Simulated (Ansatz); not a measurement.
# LiF (Fm-3m): G0W0 and the starting functional

```yaml
crystal:
  lattice:
    - [0.00000, 2.01300, 2.01300]
    - [2.01300, 0.00000, 2.01300]
    - [2.01300, 2.01300, 0.00000]
  atoms:
    - { symbol: Li, position: [0.00000, 0.00000, 0.00000] }
    - { symbol: F, position: [0.50000, 0.50000, 0.50000] }
```

Held fixed (Ansatz):

* datasets: hard PAW set made for 700 eV
* k mesh: 4×4×4
* empty bands: 105
* response cutoff: 200 eV
* frequencies: contour deformation
* q → 0 term: analytic weight of Carrier, Rohra and Görling
* band sums: cut at the band count

The gap is read direct at Γ, linearised, between the Kohn-Sham band edges among the points solved. ε∞ is the electronic dielectric constant on this mesh. Wave cutoffs: 700, 700 eV in the order of the table.

```tsv
orbitals	KS gap (eV)	G0W0 gap (eV)	ε∞
PBE	9.08	13.49	2.0
r²SCAN	10.07	?	?
```

Fill in the row for r²SCAN.

G0W0 gap 13.97 eV, ε∞ 1.9.

The cell is a model at fixed atoms and needn't be the relaxed known crystal. The PAW or pseudopotential files were made with PBE. The mesh is coarse, so these are values at the stated settings, not converged ones. Band sums or response are cut, so the gap isn't at its basis limit. With r²SCAN or HSE06 the Kohn-Sham levels are generalised ones.
